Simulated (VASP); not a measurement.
# SnTe (F-43m) in VASP: further runs, part 2 of 3

VASP 6.6.1.

### Step 3. Single point, PBEsol, spin-orbit coupling, no magnetisation

Input file INCAR:

```
SYSTEM = SnTe
ALGO = Normal ; EDIFF = 1E-7
ENCUT = 300 ; GGA = PS
GGA_COMPAT = .False. ; ISIF = 2
ISMEAR = 0 ; LASPH = .True.
LCHARG = .False. ; LORBIT = 11
LREAL = .False. ; LSORBIT = .True.
LWAVE = .False. ; MAGMOM = 0 0 0 0 0 0
NBANDS = 36 ; NELM = 100
PREC = Accurate ; SIGMA = 0.02
```

Input file KPOINTS:

```
k-points
0
Gamma
  5 5 5
  0 0 0
```

Input file POSCAR:

```
SnTe
1.0
    0.0000000000      3.6111460000      3.6111460000
    3.6111460000      0.0000000000      3.6111460000
    3.6111460000      3.6111460000      0.0000000000
Te Sn
1 1
Direct
    0.2500000000      0.2500000000      0.2500000000
    0.0000000000      0.0000000000      0.0000000000
```

Potentials or basis: VASP PAW PBE potentials, release 64 (Te, Sn_d).

Run with:

```sh
cat potpaw_PBE.64/Te/POTCAR potpaw_PBE.64/Sn_d/POTCAR > POTCAR
mpirun -np 1 vasp_ncl > vasp.out
```

OUTCAR:

```text
SYSTEM = SnTe
   EDIFF = 1E-7
   ENCUT = 300
   GGA = PS
   ISIF = 2
   ISMEAR = 0
   LASPH = .True.
   LORBIT = 11
   LREAL = .False.
   LSORBIT = .True.
   NELM = 100
   PREC = Accurate

 Found     14 irreducible k-points:

 Following reciprocal coordinates:
            Coordinates               Weight
  0.000000  0.000000  0.000000      1.000000
  0.200000  0.000000  0.000000      4.000000
 -0.200000  0.000000  0.000000      4.000000
  0.400000  0.000000  0.000000      4.000000
 -0.400000  0.000000  0.000000      4.000000
  0.200000  0.200000  0.000000      6.000000
   k-points           NKPTS =     14   k-points in BZ     NKDIM =     14   number of bands    NBANDS=     36
   number of dos      NEDOS =    301   number of ions     NIONS =      2
   total plane-waves  NPLWV =  27000
   dimension x,y,z NGX =    30 NGY =   30 NGZ =   30
   dimension x,y,z NGXF=    60 NGYF=   60 NGZF=   60
   ions per type =               1   1
   NGX,Y,Z   is equivalent  to a cutoff of   9.77,  9.77,  9.77 a.u.
   NGXF,Y,Z  is equivalent  to a cutoff of  19.53, 19.53, 19.53 a.u.
 SYSTEM =  SnTe
   PREC   = accura    normal or accurate (medium, high low for compatibility)
   ISTART =      0    job   : 0-new  1-cont  2-samecut
   ICHARG =      2    charge: 1-file 2-atom 10-const
   ISPIN  =      1    spin polarized calculation?
   LNONCOLLINEAR =      T non collinear calculations
   LSORBIT =      T    spin-orbit coupling
   LASPH  =      T    aspherical Exc in radial PAW
   ENCUT  =  300.0 eV  22.05 Ry    4.70 a.u.   7.21  7.21  7.21*2*pi/ulx,y,z
   NELM   =    100;   NELMIN=  2; NELMDL= -5     # of ELM steps
   EDIFF  = 0.1E-06   stopping-criterion for ELM
   LREAL  =      F    real-space projection
   EDIFFG = 0.1E-05   stopping-criterion for IOM
   NSW    =      0    number of steps for IOM
   IBRION =     -1    ionic relax: 0-MD 1-quasi-New 2-CG
   NFREE  =      0    steps in history (QN), initial steepest desc. (CG)
   ISIF   =      2    stress and relaxation
   ISYM   =      2    0-nonsym 1-usesym 2-fastsym
   POTIM  = 0.5000    time-step for ionic-motion
   TEBEG  =    0.0;   TEEND  =   0.0 temperature during run
   PSTRESS=    0.0 pullay stress
   NELECT =      20.0000    total number of electrons
   NUPDOWN=      -1.0000    fix difference up-down
   EMIN   =  10.00;   EMAX   =-10.00  energy-range for DOS
   EFERMI =   0.00;   METHOD = LEGACY
   ISMEAR =     0;   SIGMA  =   0.02  broadening in eV -4-tet -1-fermi 0-gaus
   EFERMI_NEDOS =   21; number of points for ismear=-14 and -15
   IALGO  =     38    algorithm
   IMIX   =      4    mixing-type and parameters
     AMIX     =   0.40;   BMIX     =  1.00
     AMIX_MAG =   1.60;   BMIX_MAG =  1.00
  volume/ion in A,a.u.               =      47.09       317.78
  Fermi-wavevector in a.u.,A,eV,Ry     =   0.976704  1.845704 12.979296  0.953951
  Thomas-Fermi vector in A             =   2.107344
   LORBIT       =     11    0 simple, 1 ext, 2 COOP (PROOUT), +10 PAW based schemes
   GGA     = PS    functional components
   LHFCALC =     F    Hartree Fock is set to
   AEXX    =    0.0000 exact exchange contribution
   IVDW    =     0    specifies the selected vdW correction
   LEPSILON=     F    determine dielectric tensor
   LRPA    =     F    only Hartree local field effects (RPA)
 Gauss-broadening in eV      SIGMA  =   0.02
  energy-cutoff  :      300.00
  volume of cell :       94.18
 maximum number of plane-waves:      2278
 NGX is ok and might be reduce to    30
   NGX = 15   NGY = 15   NGZ = 15

 number of electron      19.9999983 magnetization      -0.0000000     -0.0000000     -0.0000000

 number of electron      19.9999983 magnetization       0.0000000      0.0000000      0.0000000

 number of electron      19.9999983 magnetization       0.0000000     -0.0000000      0.0000000

[... 17 lines left out ...]

 k-point     1 :       0.0000    0.0000    0.0000
  band No.  band energies     occupation
      1     -19.2196      1.00000
      2     -19.2196      1.00000
      3     -19.2196      1.00000
      4     -19.2196      1.00000
      5     -18.1882      1.00000
      6     -18.1882      1.00000
[... 199 lines left out ...]
     31       9.8522      0.00000
     32       9.8522      0.00000

 [... further k-points ...]

 [bands above 32 left out]

------------------------ aborting loop because EDIFF is reached ----------------------------------------

  FORCE on cell =-STRESS in cart. coord.  units (eV):
  Direction    XX          YY          ZZ          XY          YZ          ZX
  --------------------------------------------------------------------------------------
  -------------------------------------------------------------------------------------
  Total       -0.8466138     -0.8466138     -0.8466138      0.0000000     -0.0000000     -0.0000000
  in kB      -14.4022654    -14.4022654    -14.4022654      0.0000000     -0.0000000     -0.0000000
  external PRESSURE =     -14.4022654 kB  Pullay stress =       0.0000000 kB

 VOLUME and BASIS-vectors are now :
 -----------------------------------------------------------------------------
  energy-cutoff  :      300.00
  volume of cell :       94.18
      direct lattice vectors                 reciprocal lattice vectors
     0.000000000  3.611146000  3.611146000    -0.138460201  0.138460201  0.138460201
     3.611146000  0.000000000  3.611146000     0.138460201 -0.138460201  0.138460201
     3.611146000  3.611146000  0.000000000     0.138460201  0.138460201 -0.138460201

 POSITION                                       TOTAL-FORCE (eV/Angst)
 -----------------------------------------------------------------------------------
      1.80557      1.80557      1.80557         0.000000      0.000000      0.000000
      0.00000      0.00000      0.00000        -0.000000     -0.000000     -0.000000
 -----------------------------------------------------------------------------------
    total drift:                                0.000001      0.000001      0.000001

  FREE ENERGIE OF THE ION-ELECTRON SYSTEM (eV)
  ---------------------------------------------------
  free  energy   TOTEN  =        -7.7637275952 eV

  energy  without entropy=       -7.7637275952  energy(sigma->0) =       -7.76372760

 Spin-Orbit-Coupling matrix elements

 Ion:    1  E_soc:     -0.2260787
 l=   1
     0.0000000    -0.0376789    -0.0376789
    -0.0376789     0.0000000    -0.0376789
    -0.0376789    -0.0376789     0.0000000
 l=   2
     0.0000000     0.0000078     0.0000000     0.0000078    -0.0000087
     0.0000078     0.0000000    -0.0000065     0.0000078    -0.0000022
     0.0000000    -0.0000065     0.0000000    -0.0000065     0.0000000
     0.0000078     0.0000078    -0.0000065     0.0000000    -0.0000022
    -0.0000087    -0.0000022     0.0000000    -0.0000022     0.0000000
 l=   3
     0.0000000     0.0000000     0.0000000     0.0000000     0.0000000     0.0000000     0.0000000
     0.0000000     0.0000000     0.0000000     0.0000000     0.0000000     0.0000000     0.0000000
     0.0000000     0.0000000     0.0000000     0.0000000     0.0000000     0.0000000     0.0000000
     0.0000000     0.0000000     0.0000000     0.0000000     0.0000000     0.0000000     0.0000000
     0.0000000     0.0000000     0.0000000     0.0000000     0.0000000     0.0000000     0.0000000
     0.0000000     0.0000000     0.0000000     0.0000000     0.0000000     0.0000000     0.0000000
     0.0000000     0.0000000     0.0000000     0.0000000     0.0000000     0.0000000     0.0000000

 Ion:    2  E_soc:     -0.1055140
 l=   1
     0.0000000    -0.0114908    -0.0114908
    -0.0114908     0.0000000    -0.0114908
    -0.0114908    -0.0114908     0.0000000
 l=   2
     0.0000000    -0.0012354     0.0000000    -0.0012354    -0.0048595
    -0.0012354     0.0000000    -0.0036446    -0.0012354    -0.0012149
     0.0000000    -0.0036446     0.0000000    -0.0036446     0.0000000
    -0.0012354    -0.0012354    -0.0036446     0.0000000    -0.0012149
    -0.0048595    -0.0012149     0.0000000    -0.0012149     0.0000000
 l=   3
     0.0000000     0.0000000     0.0000000     0.0000000     0.0000000     0.0000000     0.0000000
     0.0000000     0.0000000     0.0000000     0.0000000     0.0000000     0.0000000     0.0000000
     0.0000000     0.0000000     0.0000000     0.0000000     0.0000000     0.0000000     0.0000000
     0.0000000     0.0000000     0.0000000     0.0000000     0.0000000     0.0000000     0.0000000
     0.0000000     0.0000000     0.0000000     0.0000000     0.0000000     0.0000000     0.0000000
     0.0000000     0.0000000     0.0000000     0.0000000     0.0000000     0.0000000     0.0000000
     0.0000000     0.0000000     0.0000000     0.0000000     0.0000000     0.0000000     0.0000000

 total charge

# of ion       s       p       d       tot
------------------------------------------
    1        1.394   1.943   0.016   3.353
    2        1.392   0.703   9.952  12.047
--------------------------------------------------
tot          2.786   2.646   9.968  15.400

 magnetization (x)

# of ion       s       p       d       tot
------------------------------------------
    1        0.000  -0.000   0.000  -0.000
    2        0.000  -0.000  -0.000  -0.000
--------------------------------------------------
tot          0.000  -0.000  -0.000  -0.000

 magnetization (y)

# of ion       s       p       d       tot
------------------------------------------
    1        0.000   0.000   0.000   0.000
    2        0.000   0.000  -0.000   0.000
--------------------------------------------------
tot          0.000   0.000  -0.000   0.000

 magnetization (z)

# of ion       s       p       d       tot
------------------------------------------
    1       -0.000   0.000  -0.000   0.000
    2        0.000  -0.000  -0.000  -0.000
--------------------------------------------------
tot         -0.000  -0.000  -0.000  -0.000
```

Run time: 69 s. Hardware: 1 thread of Intel Xeon Platinum 8259CL at 2.50GHz (Skylake/Cascade Lake), shared host; peak memory 0.28 GiB.

The run converged, but some of its settings lie outside the range that counts as converged, so its numbers aren't taken as properties of the crystal.

Results:

```
Free energy                                           : -7.7637 eV
Pressure                                              : -1.4 GPa
Valence electrons inside the program's atomic spheres : Te 3.35; Sn 12.05
```

Caveat: the PAW data sets were made with another functional, which shifts forces and pressure a little.

(Part 2 of 3 ends here.)
